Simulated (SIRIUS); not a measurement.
Here is a SIRIUS 7.10.0 calculation.

File sirius.json:

```json
{
  "control": {
    "processing_unit": "cpu",
    "verbosity": 2,
    "num_bands_to_print": 26,
    "print_forces": true,
    "print_stress": true
  },
  "parameters": {
    "electronic_structure_method": "pseudopotential",
    "xc_functionals": ["XC_GGA_X_PBE_SOL", "XC_GGA_C_PBE_SOL"],
    "gk_cutoff": 9.3,
    "pw_cutoff": 18.6,
    "ngridk": [8, 8, 8],
    "shiftk": [0, 0, 0],
    "smearing": "fermi_dirac",
    "smearing_width": 0.0018374661,
    "num_bands": 26,
    "num_mag_dims": 0,
    "num_dft_iter": 100,
    "energy_tol": 1e-08,
    "density_tol": 1e-06,
    "hubbard_correction": true
  },
  "iterative_solver": {
    "type": "davidson",
    "min_tolerance": 1e-09,
    "tolerance_scale": [0.1, 0.25]
  },
  "mixer": {
    "type": "anderson",
    "beta": 0.7,
    "max_history": 8
  },
  "settings": {
    "tol_ne": 1e-10,
    "pseudo_grid_cutoff": 6.5
  },
  "unit_cell": {
    "lattice_vectors": [
      [0.0, 5.739943382703, 5.739943382703],
      [5.739943382703, 0.0, 5.739943382703],
      [5.739943382703, 5.739943382703, 0.0]
    ],
    "atom_coordinate_units": "lattice",
    "atom_types": ["Pt", "Se"],
    "atom_files": {
      "Se": "Se.json",
      "Pt": "Pt.json"
    },
    "atoms": {
      "Pt": [
        [0.0, 0.0, 0.0]
      ],
      "Se": [
        [0.25, 0.25, 0.25]
      ]
    }
  },
  "hubbard": {
    "simplified": true,
    "hubbard_subspace_method": "full_orthogonalization",
    "local": [
      {
        "atom_type": "Pt",
        "n": 5,
        "l": 2,
        "U": 0.14699729,
        "J": 0.0,
        "total_initial_occupancy": 8
      }
    ]
  }
}
```

Potentials or basis: PseudoDojo 0.4.1 PBE standard (scalar relativistic).

Command:

```bash
$ upf_to_json Se.upf
$ upf_to_json Pt.upf
$ # the labels of the atomic orbitals (3D, 4S, ...) are then added to the .json files where the converter dropped them
$ OMP_NUM_THREADS=1 sirius.scf --input=sirius.json --output=out.json --task=0
```

Estimate the pressure.

-14.1 GPa.

Estimate the band gap on the k mesh.

none (metal or under the smearing width).

Eigenvalues of the final occupation matrices:
| site | spin | trace | eigenvalues |
| --- | --- | --- | --- |
| site 1 | 1 | 4.57 | 0.88 0.88 0.88 0.97 0.97 |

Caveat: the potentials were made for another functional, which shifts forces and pressure; U without spin polarisation on a metal has little footing. The run has no spin-orbit coupling, so splittings on Pt are missing.
